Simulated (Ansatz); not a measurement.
# KBr (Fm-3m): how far a G0W0 gap depends on its settings

Aim: test how the G0W0 gap of the known phase of KBr (Fm-3m) with 2 atoms a cell moves with the number of bands, the screening cutoff and the other choices.

Program: Ansatz 0.2.0. G0W0, plane waves. Calculated at 0 K for a non-magnetic cell.

## 1. The system as given

The cell was relaxed beforehand with r2SCAN.

It is cubic, Fm-3m (No. 225); conventional cell a = 6.605 Å, 36.02 Å³ an atom. Around K lie 6 Br at 3.30 Å; around Br lie 6 K at 3.30 Å.

Structure file:

```cif
data_structure
_symmetry_space_group_name_H-M 'Fm-3m'
_symmetry_Int_Tables_number 225
_cell_length_a 6.6049
_cell_length_b 6.6049
_cell_length_c 6.6049
_cell_angle_alpha 90.000
_cell_angle_beta 90.000
_cell_angle_gamma 90.000
_cell_volume 288.13
loop_
_atom_site_label
_atom_site_type_symbol
_atom_site_symmetry_multiplicity
_atom_site_Wyckoff_symbol
_atom_site_fract_x
_atom_site_fract_y
_atom_site_fract_z
_atom_site_occupancy
K1 K 4 a 0.00000 0.00000 0.00000 1
Br1 Br 4 b 0.50000 0.00000 0.00000 1
```

## 2. From PBE, 15 empty bands, 60 eV

Contents of input.yaml:

```yaml
crystal:
  lattice:
    - [0.0, 3.3024386828, 3.3024386828]
    - [3.3024386828, 0.0, 3.3024386828]
    - [3.3024386828, 3.3024386828, 0.0]
  atoms:
    - { symbol: K, position: [0.0, 0.0, 0.0] }
    - { symbol: Br, position: [0.5, 0.5, 0.5] }
kpoints:
  mp_grid: { grid: [2, 2, 2] }
hamiltonian:
  xc: pbe
scf:
  occupations: { method: fixed }
gw:
  n_empty_bands: 15
  ecut_chi: 60
  qp_bands: [v1, c1]
  qp_kpoints: band_edges
  screening: { model: contour_deformation }
```

Launch:

```
ansatz run input.yaml --threads 4 --pin off --max-ram 3686MiB --backend cpu --events-out ev --progress --plain --runs-dir out
```

## 3. From PBE, 120 empty bands, 150 eV

Changes to input.yaml since step 2:

```diff
@@ -15,4 +15,4 @@
 gw:
-  n_empty_bands: 15
-  ecut_chi: 60
+  n_empty_bands: 120
+  ecut_chi: 150
   qp_bands: [v1, c1]
```

## 4. From HSE06, 25 empty bands, 100 eV

Changes to input.yaml since step 3:

```diff
@@ -11,3 +11,3 @@
 hamiltonian:
-  xc: pbe
+  xc: hse06
 scf:
@@ -15,4 +15,4 @@
 gw:
-  n_empty_bands: 120
-  ecut_chi: 150
+  n_empty_bands: 25
+  ecut_chi: 100
   qp_bands: [v1, c1]
```

## 5. From PBE, 60 empty bands, 80 eV

Changes to input.yaml since step 4:

```diff
@@ -11,3 +11,3 @@
 hamiltonian:
-  xc: hse06
+  xc: pbe
 scf:
@@ -15,4 +15,4 @@
 gw:
-  n_empty_bands: 25
-  ecut_chi: 100
+  n_empty_bands: 60
+  ecut_chi: 80
   qp_bands: [v1, c1]
```

**Question.** What will these runs give? Wanted: for each run, start; potentials; frequencies; empty bands; cutoff; Kohn-Sham gap; G0W0 gap.

The runs gave:

| start | potentials | frequencies | empty bands | cutoff (eV) | mesh | Kohn-Sham gap (eV) | G0W0 gap (eV) |
| --- | --- | --- | --- | --- | --- | --- | --- |
| PBE | PAW | full | 15 | 60 | 2×2×2 | 4.39 | 6.53 |
| PBE | PAW | full | 120 | 150 | 2×2×2 | 4.39 | 6.71 |
| HSE06 | PAW | full | 25 | 100 | 2×2×2 | 5.60 | 7.10 |
| PBE | PAW | full | 60 | 80 | 2×2×2 | 4.39 | 6.54 |

Gaps are those on each run's own mesh.

What this shows: Over the runs in the table the G0W0 gap on the mesh spans 6.53 to 7.10 eV, and the shift from the starting levels +1.49 to +2.32 eV; where more than one setting differs between two runs, no single one explains their difference. No extrapolation in bands, cutoff or mesh was made for G0W0.
